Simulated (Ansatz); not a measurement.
NaCl:

```xyz
2
Lattice="0.0000 2.7941 2.7941 2.7941 0.0000 2.7941 2.7941 2.7941 0.0000" Properties=species:S:1:pos:R:3 pbc="T T T"
Cl    2.7941    2.7941    2.7941
Na    0.0000    0.0000    0.0000
```

The cell is a database's computed one.

Base run:

```yaml
Program: Ansatz 0.2.0
Functional: PBEsol0
Potentials_or_basis: Ansatz PAW
Cutoff: 420 eV
Density_cutoff: 1680 eV
k_mesh: 5 × 5 × 5
Occupations: fermi-dirac, width 0.05 eV
Spin: no spin polarisation
```

Its results: band gap on the k mesh 7.17 eV, direct.

The run is repeated on the same cell with these changes: functional from PBEsol0 to HSE03. What comes out?

Band gap on the k mesh 6.36 eV, direct.

Not every run made on this cell is shown here.
